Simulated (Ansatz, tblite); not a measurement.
ZnF$_{2}$: GFN1-xTB, run from Python

These are simulated results from tblite 0.8.0, not measurements. The cell began as a measured structure and was relaxed with r2SCAN in plane waves (Ansatz 0.2.0). All runs are without spin polarisation.

It is tetragonal, P4_2/mnm (No. 136); conventional cell a = 4.703 Å, c = 3.127 Å, 11.53 Å³ an atom. Zn has 6 F at 2.02–2.04 Å; F has 3 Zn at 2.02–2.04 Å.

tblite solves periodic systems at the zone centre alone, so the script builds a cluster of 2×2×3 conventional cells (72 atoms), which folds in a coarse mesh of k points.

The script, run.py:

```python
import json
from ase import Atoms
from ase.build import make_supercell
from ase.units import Bohr, GPa, Hartree
from tblite.interface import Calculator

atoms = Atoms(['Zn', 'Zn', 'F', 'F', 'F', 'F'],
              cell=[[4.70336225, 0.0, 0.0], [0.0, 4.70336225, 0.0], [0.0, 0.0, 3.12678825]],
              scaled_positions=[[0.0, 0.0, 0.0], [0.5, 0.5, 0.5], [0.303190551, 0.303190551, 0.0], [0.196809449, 0.803190551, 0.5], [0.696809449, 0.696809449, 0.0], [0.803190551, 0.196809449, 0.5]],
              pbc=True)
cluster = make_supercell(atoms, [[2, 0, 0], [0, 2, 0], [0, 0, 3]])
calc = Calculator('GFN1-xTB', cluster.numbers, cluster.positions / Bohr, lattice=cluster.cell[:] / Bohr, periodic=cluster.pbc)
calc.set('temperature', 0.02 / Hartree)
calc.set('max-iter', 150)
res = calc.singlepoint()
levels = res.get('orbital-energies') * Hartree
nv = round(res.get('orbital-occupations').sum() / 2)
cells = len(cluster) // len(atoms)
out = {'energy_per_cell': res.get('energy') * Hartree / cells, 'homo': levels[nv - 1], 'lumo': levels[nv],
       'stress': (-res.get('virial') * Hartree / cluster.get_volume() / GPa).tolist(), 'charges': res.get('charges')[:len(atoms)].tolist(), 'electrons': 2 * nv / cells}
json.dump(out, open('results.json', 'w'))
for key, value in out.items():
    print(key, value)
```

Command: `python run.py`. It took 3.2 s on 1 thread of Arm Neoverse V1, on a shared host, peak memory 0.11 GiB.

What it printed:

```
------------------------------------------------------------
  cycle        total energy    energy error   density error
------------------------------------------------------------
      1     -252.8078517829  -2.5258949E+02   9.2928675E-01
      2     -262.2349967494  -9.4271450E+00   3.6784630E-01
      3     -264.3494089983  -2.1144122E+00   3.5822090E-01
      4     -264.9191594194  -5.6975042E-01   1.8191442E-01
      5     -265.9500572326  -1.0308978E+00   5.6744285E-02
      6     -266.0105067782  -6.0449546E-02   3.5570060E-02
      7     -266.0502225499  -3.9715772E-02   3.5943390E-03
      8     -266.0506541903  -4.3164039E-04   8.2795023E-05
      9     -266.0506545165  -3.2624712E-07   3.8450446E-05
     10     -266.0506545776  -6.1097808E-08   4.1453317E-06
------------------------------------------------------------

 total:                                   2.540 sec
energy_per_cell -603.30058864561
homo -18.721820512963067
lumo -17.68348321626554
stress [[7.446392010368799, 1.7553843322689316e-05, 1.147539123237208e-05], [1.755384332266167e-05, 7.446392010368662, 1.1475391164454503e-05], [1.1475391232306882e-05, 1.1475391164535914e-05, 5.948602305384616]]
charges [0.4808293788135194, 0.4807907320347279, -0.24040455574719743, -0.24040216689117822, -0.24039941594162717, -0.24040216689116445]
electrons 32.0
```

The cycle table is in hartree for the whole cluster, and the lines after it are in eV (the energy for one cell). The printed stress is in GPa and positive in compression, and the pressure is its mean diagonal.

GFN1-xTB gives a gap of 1.04 eV. On the same cell, plane-wave PBE (Ansatz, 6×6×8 k points and the special points) gives a gap of 3.58 eV and r2SCAN a gap of 4.28 eV; on shared hosts these took about 7.5 and 20 core-seconds on the 6-atom cell, against 3.2 for the script. Semilocal gaps usually lie below measured ones. xTB was fitted to molecules, so gaps, charges and pressures of solids can be far off, and the gap also depends on the size of the cluster.

The same script was run on cells scaled at fixed shape and fractional coordinates:

```tsv
volume (Å³/atom)	energy (meV/atom)	pressure (GPa, positive in compression)	gap (eV)
10.14	102.0	17.72	1.20
10.84	39.4	11.54	1.12
11.53	0.0	6.95	1.04
12.22	-22.2	3.48	0.97
12.91	-31.3	0.84	0.90
```

The minimum lies beyond the largest of these volumes.

xTB was fitted mostly to molecules, and a small cluster samples few k points, so gaps, pressures and kinks along a curve can be far from a solid's.
